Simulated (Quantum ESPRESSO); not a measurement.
**Rh in Quantum ESPRESSO: the effect of functional**

The system is Rh.

```
Rh
1.0
     0.00000    1.89785    1.89785
     1.89785    0.00000    1.89785
     1.89785    1.89785    0.00000
Rh
1
Cartesian
  0.0000 0.0000 0.0000
```

Alike in all runs:

```yaml
Program: Quantum ESPRESSO 7.5
Task: phonon dispersion
Cutoff: 1197 eV
Density_cutoff: 4789 eV
k_mesh: 10 × 10 × 10
Occupations: cold, width 0.2 eV
Spin: no spin polarisation
```

Each run relaxes the cell or the atoms first.

| functional | potentials or basis | relaxed volume (Å³/atom) | highest phonon frequency (cm⁻¹) |
| --- | --- | --- | --- |
| LDA | PseudoDojo 0.4.1 SR LDA standard | 13.25 | 263 |
| PBE | PseudoDojo 0.4.1 SR PBE standard | ? | ? |
| PBEsol | PseudoDojo 0.4.1 SR PBEsol standard | 13.52 | 255 |

Task: What does the run with functional PBE give?

Result: Relaxed volume 14.05 Å³/atom; highest phonon frequency 239 cm⁻¹.

Caveats: the mesh is thin for the phonons of a metal.
